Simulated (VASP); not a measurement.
**A VASP 6.6.1 single-point calculation on InP**

INCAR

```
LCHARG = .FALSE.
NELECT = 18.02
LASPH = .TRUE.
NBANDS = 16
IBRION = -1
EDIFF = 1E-7
ISMEAR = -1
SIGMA = 0.02
LWAVE = .FALSE.
PREC = Accurate
GGA = PE
ALGO = VeryFast
ENCUT = 520
NELM = 120
NSW = 0
ISIF = 2
LREAL = .FALSE.
```

KPOINTS

```
KPOINTS created by Atomic Simulation Environment
0
Gamma
8 8 8
0 0 0
```

POSCAR

```
In P
 1.0000000000000000
     0.0000000000000000    2.9537876347999998    3.0719391402000000
     2.9537876347999998    0.0000000000000000    3.0719391402000000
     2.9537876347999998    2.9537876347999998    0.0000000000000000
 In  P
   1   1
Cartesian
  0.0000000000000000  0.0000000000000000  0.0000000000000000
  1.4768938173999999  1.4768938173999999  1.5359695701000000
```

The recommended PBE PAW datasets give the neutral cell 18 valence electrons.

Command

```
mpirun -np 1 vasp_std
```

OSZICAR

```
N       E                     dE             d eps       ncg     rms          rms(c)
RMM:   1     0.105049000852E+03    0.10505E+03   -0.62855E+03   944   0.102E+03
RMM:   2    -0.701810699770E+01   -0.11207E+03   -0.15255E+03   944   0.239E+02
RMM:   3    -0.468847205317E+01    0.23296E+01   -0.12427E+02   944   0.110E+02
RMM:   4    -0.815926800223E+01   -0.34708E+01   -0.31092E+01   944   0.557E+01
RMM:   5    -0.860278705999E+01   -0.44352E+00   -0.12983E+01   944   0.357E+01
RMM:   6    -0.865619153339E+01   -0.53404E-01   -0.76485E+00   944   0.215E+01
RMM:   7    -0.869989340804E+01   -0.43702E-01   -0.44393E+00   944   0.149E+01
RMM:   8    -0.869132855904E+01    0.85648E-02   -0.58643E+00   944   0.107E+01
RMM:   9    -0.863871423704E+01    0.52614E-01   -0.12350E+00  3185   0.771E+00
RMM:  10    -0.868531451397E+01   -0.46600E-01   -0.16787E-01  3205   0.206E+00
RMM:  11    -0.868882476206E+01   -0.35102E-02   -0.35670E-02  3378   0.923E-01
RMM:  12    -0.868940652164E+01   -0.58176E-03   -0.55791E-03  3355   0.340E-01    0.512E+00
RMM:  13    -0.830771044993E+01    0.38170E+00   -0.47396E-01  3081   0.538E+00    0.293E+00
RMM:  14    -0.828276238705E+01    0.24948E-01   -0.92446E-02  2827   0.162E+00    0.132E+00
RMM:  15    -0.828306833663E+01   -0.30595E-03   -0.18055E-02  2384   0.176E+00    0.119E-01
RMM:  16    -0.828362312427E+01   -0.55479E-03   -0.77659E-03  2745   0.942E-01    0.738E-02
RMM:  17    -0.828387225719E+01   -0.24913E-03   -0.27605E-03  3056   0.493E-01    0.775E-02
RMM:  18    -0.828395859301E+01   -0.86336E-04   -0.26258E-04  2803   0.140E-01    0.424E-02
RMM:  19    -0.828399695834E+01   -0.38365E-04   -0.71292E-05  2317   0.645E-02    0.103E-02
RMM:  20    -0.828399902686E+01   -0.20685E-05   -0.24193E-05  2964   0.404E-02    0.806E-03
RMM:  21    -0.828399950709E+01   -0.48023E-06   -0.50926E-06  3070   0.178E-02    0.879E-03
RMM:  22    -0.828399958371E+01   -0.76622E-07   -0.86981E-07  2719   0.727E-03
   1 F= -.82839996E+01 E0= -.82837846E+01  d E =-.429986E-03
```

From OUTCAR

```
k-points           NKPTS =     59   k-points in BZ     NKDIM =     59   number of bands    NBANDS=     16

   NELECT =      18.0200    total number of electrons

   dimension x,y,z NGX =    32 NGY =   32 NGZ =   32
   dimension x,y,z NGXF=    64 NGYF=   64 NGZF=   64

  energy-cutoff  :      520.00
  volume of cell :       53.60
      direct lattice vectors                 reciprocal lattice vectors
     0.000000000  2.953787635  3.071939140    -0.169274187  0.169274187  0.162763641
     2.953787635  0.000000000  3.071939140     0.169274187 -0.169274187  0.162763641
     2.953787635  2.953787635  0.000000000     0.169274187  0.169274187 -0.162763641

 k-points in reciprocal lattice and weights: KPOINTS created by Atomic Simulation Env
   0.00000000  0.00000000  0.00000000       0.002
   0.12500000  0.00000000  0.00000000       0.016
   0.25000000  0.00000000  0.00000000       0.016
   0.37500000  0.00000000  0.00000000       0.016
   0.50000000  0.00000000  0.00000000       0.008
   0.12500000  0.12500000  0.00000000       0.004
   0.25000000  0.12500000  0.00000000       0.016
   0.37500000  0.12500000  0.00000000       0.016
   ...

 E-fermi :   5.8727

 k-point     1 :       0.0000    0.0000    0.0000
  band No.  band energies     occupation
      1      -9.5586      2.00000
      2      -9.5416      2.00000
      3      -9.5416      2.00000
      4      -9.4283      2.00000
      5      -9.4220      2.00000
      6      -6.5789      2.00000
      7       4.3991      2.00000
      8       4.5858      2.00000
      9       4.5858      2.00000
     10       4.8800      2.00000
     11       8.5920      0.00000
     12       8.5920      0.00000
     13       8.6587      0.00000
     14      12.7797      0.00000
     15      14.0676      0.00000
     16      15.7295      0.00000

 k-point     2 :       0.1250    0.0000    0.0000
  band No.  band energies     occupation
      1      -9.5643      2.00000
      2      -9.5441      2.00000
      3      -9.5359      2.00000
      4      -9.4287      2.00000
      5      -9.4213      2.00000
      6      -6.4178      2.00000
      7       2.9613      2.00000
      8       4.2861      2.00000
      9       4.4301      2.00000
     10       5.9236      0.14554
     11       8.6614      0.00000
     12       8.8573      0.00000
     13       8.9286      0.00000
     14      12.9837      0.00000
     15      13.5829      0.00000
     16      15.3237      0.00000

 k-point     3 :       0.2500    0.0000    0.0000
  band No.  band energies     occupation
      1      -9.5950      2.00000
      2      -9.5335      2.00000
      3      -9.5235      2.00000
      4      -9.4280      2.00000
      5      -9.4175      2.00000
      6      -5.9694      2.00000
      7       1.1949      2.00000
      8       3.9258      2.00000
      9       4.1167      2.00000
     10       6.1227      0.00001
     11       9.1811      0.00000
     12       9.3127      0.00000
     13       9.7083      0.00000
     14      12.9048      0.00000
     15      13.5086      0.00000
     16      37.8435      0.00000

 ...

  Total        0.1840151      0.1840151     -0.3762744      0.0000000     -0.0000000      0.0000000
  in kB        5.5000025      5.5000025    -11.2464154      0.0000000     -0.0000000      0.0000000
  external PRESSURE =      -0.0821368 kB  Pullay stress =       0.0000000 kB

 POSITION                                       TOTAL-FORCE (eV/Angst)
 -----------------------------------------------------------------------------------
      0.00000      0.00000      0.00000         0.000000      0.000000      0.000000
      1.47689      1.47689      1.53597        -0.000000     -0.000000     -0.000000
 -----------------------------------------------------------------------------------
    total drift:                               -0.000000     -0.000000     -0.000000

  FREE ENERGIE OF THE ION-ELECTRON SYSTEM (eV)
  ---------------------------------------------------
  free  energy   TOTEN  =        -8.2839995837 eV

  energy  without entropy=       -8.2835695975  energy(sigma->0) =       -8.28378459
```

It converged. Results: pressure 0.0 GPa.

The cell is charged and sits in a uniform background.

For comparison, a separate PBE run of the intended cell, on usual settings and not on those above, gives a gap of 0.30 eV on its mesh and a pressure of -0.8 GPa.

The run above took about 45 s on one core of a shared host (Intel Xeon Platinum 8488C) and held 0.2 GiB at most.
